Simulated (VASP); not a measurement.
# CsH (Fm-3m) in VASP: single point with PBEsol

Aim: the single point of CsH with PBEsol.

Everything below comes from runs of VASP 6.6.1. Logs are shortened: lines on timing, memory, paths and dates and some standing lists are left out, and cuts for length are marked.

## Step 1: The structure

It takes space group Fm-3m (No. 225, cubic). Conventional cell: a = 5.536 Å, b = 5.536 Å, c = 5.536 Å, α = 90.00°, β = 90.00°, γ = 90.00°. Around Cs (site symmetry m-3m) lie 6 H at 2.77 Å. Around H (site symmetry m-3m) lie 6 Cs at 2.77 Å.

The cell was built by a generator and needn't be a form met in nature.

## Step 2: Single point, PBEsol

Input file INCAR:

```
PREC = Accurate
ENCUT = 520
EDIFF = 1E-6
ISMEAR = -1
SIGMA = 0.1
LREAL = F
LASPH = T
NELM = 100
ALGO = Fast
ISIF = 2
LWAVE = F
LCHARG = F
GGA = PS
NBANDS = 12
```

Input file KPOINTS:

```
regular mesh
0
Gamma
  8 8 8
```

Input file POSCAR:

```
CsH
1.0
    0.0000000000      2.7679050000      2.7679050000
    2.7679050000      0.0000000000      2.7679050000
    2.7679050000      2.7679050000      0.0000000000
Cs H
1 1
Direct
    0.0000000000      0.0000000000      0.0000000000
    0.5000000000      0.5000000000      0.5000000000
```

Potentials or basis: VASP PAW PBE potentials, release 64 (Cs_sv, H).

Started as:

```sh
$ cat potpaw_PBE.64/Cs_sv/POTCAR potpaw_PBE.64/H/POTCAR > POTCAR
$ mpirun -np 1 vasp_std > vasp.out
```

OUTCAR:

```text
PREC = Accurate
   ENCUT = 520
   EDIFF = 1E-6
   ISMEAR = -1
   LREAL = F
   LASPH = T
   NELM = 100
   ISIF = 2
   GGA = PS

 ion  position               nearest neighbor table
   1  0.000  0.000  0.000-
   2  0.500  0.500  0.500-

  LATTYP: Found a face centered cubic cell.
 ALAT       =     5.5358100000

  Lattice vectors:

 A1 = (   0.0000000000,   2.7679050000,   2.7679050000)
 A2 = (   2.7679050000,   0.0000000000,   2.7679050000)
 A3 = (   2.7679050000,   2.7679050000,   0.0000000000)

Analysis of symmetry for initial positions (statically):
=====================================================================
 Subroutine PRICEL returns:
 Original cell was already a primitive cell.

 Routine SETGRP: Setting up the symmetry group for a
 face centered cubic supercell.

 Subroutine GETGRP returns: Found 48 space group operations
 (whereof 48 operations were pure point group operations)
 out of a pool of 48 trial point group operations.

The static configuration has the point symmetry O_h .

Analysis of symmetry for dynamics (positions and initial velocities):
=====================================================================
 Subroutine PRICEL returns:
 Original cell was already a primitive cell.

 Routine SETGRP: Setting up the symmetry group for a
 face centered cubic supercell.

 Subroutine GETGRP returns: Found 48 space group operations
 (whereof 48 operations were pure point group operations)
 out of a pool of 48 trial point group operations.

The dynamic configuration has the point symmetry O_h .

 Subroutine INISYM returns: Found 48 space group operations
 (whereof 48 operations are pure point group operations),
 and found     1 'primitive' translations

----------------------------------------------------------------------------------------

                                     Primitive cell

  volume of cell :      42.4115

  direct lattice vectors                    reciprocal lattice vectors
     0.000000000  2.767905000  2.767905000    -0.180642038  0.180642038  0.180642038
     2.767905000  0.000000000  2.767905000     0.180642038 -0.180642038  0.180642038
     2.767905000  2.767905000  0.000000000     0.180642038  0.180642038 -0.180642038

  length of vectors
     3.914408790  3.914408790  3.914408790     0.312881188  0.312881188  0.312881188

  position of ions in fractional coordinates (direct lattice)
     0.000000000  0.000000000  0.000000000
     0.500000000  0.500000000  0.500000000

  ion indices of the primitive-cell ions
   primitive index   ion index
                 1           1
                 2           2

----------------------------------------------------------------------------------------

 KPOINTS: regular mesh

Automatic generation of k-mesh.
 Grid dimensions read from file:
 generate k-points for:    8    8    8

 Generating k-lattice:

  Cartesian coordinates                     Fractional coordinates (reciprocal lattice)
    -0.022580255  0.022580255  0.022580255     0.125000000  0.000000000  0.000000000
     0.022580255 -0.022580255  0.022580255     0.000000000  0.125000000  0.000000000
     0.022580255  0.022580255 -0.022580255     0.000000000  0.000000000  0.125000000

  Length of vectors
     0.039110148  0.039110148  0.039110148

  Shift w.r.t. Gamma in fractional coordinates (k-lattice)
     0.000000000  0.000000000  0.000000000

 Subroutine IBZKPT returns following result:
 ===========================================

 Found     29 irreducible k-points:

 Following reciprocal coordinates:
            Coordinates               Weight
  0.000000  0.000000  0.000000      1.000000
  0.125000  0.000000  0.000000      8.000000
  0.250000  0.000000  0.000000      8.000000
  0.375000  0.000000  0.000000      8.000000
  0.500000  0.000000  0.000000      4.000000
  0.125000  0.125000  0.000000      6.000000
[... 16 lines left out ...]
  0.500000  0.250000  0.125000     48.000000
 -0.375000  0.250000  0.125000     24.000000
 [... further k-points ...]
   k-points           NKPTS =     29   k-points in BZ     NKDIM =     29   number of bands    NBANDS=     12
   number of dos      NEDOS =    301   number of ions     NIONS =      2
   total plane-waves  NPLWV =  27000
   dimension x,y,z NGX =    30 NGY =   30 NGZ =   30
   dimension x,y,z NGXF=    60 NGYF=   60 NGZF=   60
   ions per type =               1   1
   NGX,Y,Z   is equivalent  to a cutoff of  12.74, 12.74, 12.74 a.u.
   NGXF,Y,Z  is equivalent  to a cutoff of  25.48, 25.48, 25.48 a.u.
 SYSTEM =  unknown system
   PREC   = accura    normal or accurate (medium, high low for compatibility)
   ISTART =      0    job   : 0-new  1-cont  2-samecut
   ICHARG =      2    charge: 1-file 2-atom 10-const
   ISPIN  =      1    spin polarized calculation?
   LNONCOLLINEAR =      F non collinear calculations
   LSORBIT =      F    spin-orbit coupling
   LASPH  =      T    aspherical Exc in radial PAW
   ENCUT  =  520.0 eV  38.22 Ry    6.18 a.u.   7.28  7.28  7.28*2*pi/ulx,y,z
   NELM   =    100;   NELMIN=  2; NELMDL= -5     # of ELM steps
   EDIFF  = 0.1E-05   stopping-criterion for ELM
   LREAL  =      F    real-space projection
   EDIFFG = 0.1E-04   stopping-criterion for IOM
   NSW    =      0    number of steps for IOM
   IBRION =     -1    ionic relax: 0-MD 1-quasi-New 2-CG
   NFREE  =      0    steps in history (QN), initial steepest desc. (CG)
   ISIF   =      2    stress and relaxation
   ISYM   =      2    0-nonsym 1-usesym 2-fastsym
   POTIM  = 0.5000    time-step for ionic-motion
   TEBEG  =    0.0;   TEEND  =   0.0 temperature during run
   PSTRESS=    0.0 pullay stress
   NELECT =      10.0000    total number of electrons
   NUPDOWN=      -1.0000    fix difference up-down
   EMIN   =  10.00;   EMAX   =-10.00  energy-range for DOS
   EFERMI =   0.00;   METHOD = LEGACY
   ISMEAR =    -1;   SIGMA  =   0.10  broadening in eV -4-tet -1-fermi 0-gaus
   EFERMI_NEDOS =   21; number of points for ismear=-14 and -15
   IALGO  =     68    algorithm
   IMIX   =      4    mixing-type and parameters
     AMIX     =   0.40;   BMIX     =  1.00
     AMIX_MAG =   1.60;   BMIX_MAG =  1.00
  volume/ion in A,a.u.               =      21.21       143.10
  Fermi-wavevector in a.u.,A,eV,Ry     =   1.011378  1.911228 13.917211  1.022886
  Thomas-Fermi vector in A             =   2.144424
   LORBIT       =      0    0 simple, 1 ext, 2 COOP (PROOUT), +10 PAW based schemes
   GGA     = PS    functional components
   LHFCALC =     F    Hartree Fock is set to
   AEXX    =    0.0000 exact exchange contribution
   IVDW    =     0    specifies the selected vdW correction
   LEPSILON=     F    determine dielectric tensor
   LRPA    =     F    only Hartree local field effects (RPA)
 non-spin polarized calculation
 RMM-DIIS sequential band-by-band and
  energy-cutoff  :      520.00
  volume of cell :       42.41
 maximum number of plane-waves:      1158
 NGX is ok and might be reduce to    30
   NGX = 15   NGY = 15   NGZ = 15

 number of electron      10.0000000 magnetization

 number of electron       9.9999998 magnetization

 Free energy of the ion-electron system (eV)
  ---------------------------------------------------
  ext. energy  EPLUGINS =         0.00000000
  ---------------------------------------------------
  free energy    TOTEN  =        -4.25328790 eV

  energy without entropy =       -4.25323213  energy(sigma->0) =       -4.25326001

 E-fermi :   3.3609     XC(G=0):  -9.1985

 val. band max:        2.7506158242   @ k =   0.5000   0.0000   0.0000
 cond. band min:       3.9690197655   @ k =   0.5000   0.0000   0.0000
 fundamental gap:      1.2184039413
 Fermi energy:         3.3608520987

 k-point     1 :       0.0000    0.0000    0.0000
  band No.  band energies     occupation
      1     -19.5090      2.00000
      2      -5.1029      2.00000
      3      -5.1029      2.00000
      4      -5.1029      2.00000
      5      -0.0442      2.00000
      6       7.4596      0.00000
      7       7.4596      0.00000
      8       7.4596      0.00000
      9      10.0363      0.00000
     10      10.2283      0.00000
     11      10.2283      0.00000
     12      11.4566      0.00000

 k-point     2 :       0.1250    0.0000    0.0000
  band No.  band energies     occupation
      1     -19.4556      2.00000
      2      -5.6000      2.00000
      3      -5.1449      2.00000
      4      -5.1449      2.00000
      5       0.4634      2.00000
      6       6.8696      0.00000
      7       7.6485      0.00000
      8       7.6485      0.00000
      9       9.4340      0.00000
     10       9.6487      0.00000
     11       9.6487      0.00000
     12      12.5371      0.00000

 k-point     3 :       0.2500    0.0000    0.0000
  band No.  band energies     occupation
      1     -19.3218      2.00000
      2      -6.5589      2.00000
      3      -5.2426      2.00000
      4      -5.2426      2.00000
      5       1.4339      2.00000
      6       5.6978      0.00000
      7       7.5464      0.00000
      8       7.5464      0.00000
      9       9.3248      0.00000
     10       9.7667      0.00000
     11       9.7667      0.00000
     12      14.9405      0.00000
[... 286 lines left out ...]
 k-point    23 :       0.5000    0.2500    0.1250
  band No.  band energies     occupation
      1     -19.1068      2.00000
      2      -7.1220      2.00000
      3      -5.9859      2.00000
      4      -5.5316      2.00000
      5       1.6134      2.00000
      6       5.4612      0.00000
      7       6.6641      0.00000
      8       8.1197      0.00000
      9      10.1064      0.00000
     10      11.7846      0.00000
     11      13.5309      0.00000
     12      14.5997      0.00000

 k-point    24 :      -0.3750    0.2500    0.1250
  band No.  band energies     occupation
      1     -19.0579      2.00000
      2      -7.2930      2.00000
      3      -6.0620      2.00000
      4      -5.6090      2.00000
      5       1.6588      2.00000
      6       5.2136      0.00000
      7       7.1948      0.00000
      8       7.9661      0.00000
      9      11.0064      0.00000
     10      11.2679      0.00000
     11      13.9543      0.00000
     12      14.1485      0.00000

 [... further k-points ...]
[... 5 lines left out ...]
  --------------------------------------------------------------------------------------
  -------------------------------------------------------------------------------------
  Total        1.9844064      1.9844064      1.9844064      0.0000000      0.0000000      0.0000000
  in kB       74.9648479     74.9648479     74.9648479      0.0000000      0.0000000      0.0000000
  external PRESSURE =      74.9648479 kB  Pullay stress =       0.0000000 kB

 VOLUME and BASIS-vectors are now :
 -----------------------------------------------------------------------------
  energy-cutoff  :      520.00
  volume of cell :       42.41
      direct lattice vectors                 reciprocal lattice vectors
     0.000000000  2.767905000  2.767905000    -0.180642038  0.180642038  0.180642038
     2.767905000  0.000000000  2.767905000     0.180642038 -0.180642038  0.180642038
     2.767905000  2.767905000  0.000000000     0.180642038  0.180642038 -0.180642038

 POSITION                                       TOTAL-FORCE (eV/Angst)
 -----------------------------------------------------------------------------------
      0.00000      0.00000      0.00000         0.000000      0.000000      0.000000
      2.76790      2.76790      2.76790        -0.000000     -0.000000     -0.000000
 -----------------------------------------------------------------------------------
    total drift:                               -0.000000      0.000000      0.000000

  FREE ENERGIE OF THE ION-ELECTRON SYSTEM (eV)
  ---------------------------------------------------
  free  energy   TOTEN  =        -4.2532879027 eV

  energy  without entropy=       -4.2532321264  energy(sigma->0) =       -4.25326001
```

Wall time 7.3 s (1 thread of Intel Xeon 6975P-C (Granite Rapids), shared host); peak memory 0.16 GiB.

Results:

```yaml
Free_energy: -4.2533 eV
Pressure: 7.5 GPa
Band_gap_on_the_k_mesh: 1.22 eV, direct
```

Levels at points of the mesh, in eV from the valence-band top:
```csv
k point,band 2,band 3,band 4,band 5,band 6,band 7,band 8,band 9
"(0.00, 0.00, 0.00)",-7.85,-7.85,-7.85,-2.79,4.71,4.71,4.71,7.29
"(0.50, 0.00, 0.00)",-10.39,-8.12,-8.12,0.00,1.22,4.07,4.07,8.48
"(0.50, 0.50, 0.00)",-9.97,-8.67,-8.67,-2.92,1.61,7.52,9.84,9.95
```

Caveat: the PAW data sets were made with another functional, which shifts forces and pressure a little; spin-orbit coupling is left out, which moves the levels of the heavy elements. A k mesh can miss the band edges.
